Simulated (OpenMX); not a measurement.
Crystal: As.

```
CELL_PARAMETERS angstrom
1.88080 1.08588 3.51406
-1.88080 1.08588 3.51406
0.00000 -2.17176 3.51406
ATOMIC_POSITIONS crystal
As 0.22600 0.22600 0.22600
As 0.77400 0.77400 0.77400
```

Program: OpenMX 3.8.5. Alike in all runs: task band structure; no spin polarisation; cell as given; k mesh 9 × 9 × 9; smearing fermi-dirac 0.05 eV.

Order these runs on this cell by their pressure, lowest first.
A. level LDA; potentials or basis OpenMX 2013 LDA set, As7.0-s3p2d2, grid cutoff 500 Ry
B. level PBE; potentials or basis OpenMX 2013 PBE set, As7.0-s3p2d1, grid cutoff 500 Ry
C. level PBE; potentials or basis OpenMX 2013 PBE set, As7.0-s3p2d2f1, grid cutoff 500 Ry

A (1.5 GPa), C (5.7 GPa), B (10.9 GPa).

Caveats: the basis of atomic orbitals isn't converged, which shifts pressures, moduli and gaps.

Not every run made on this cell is shown here.
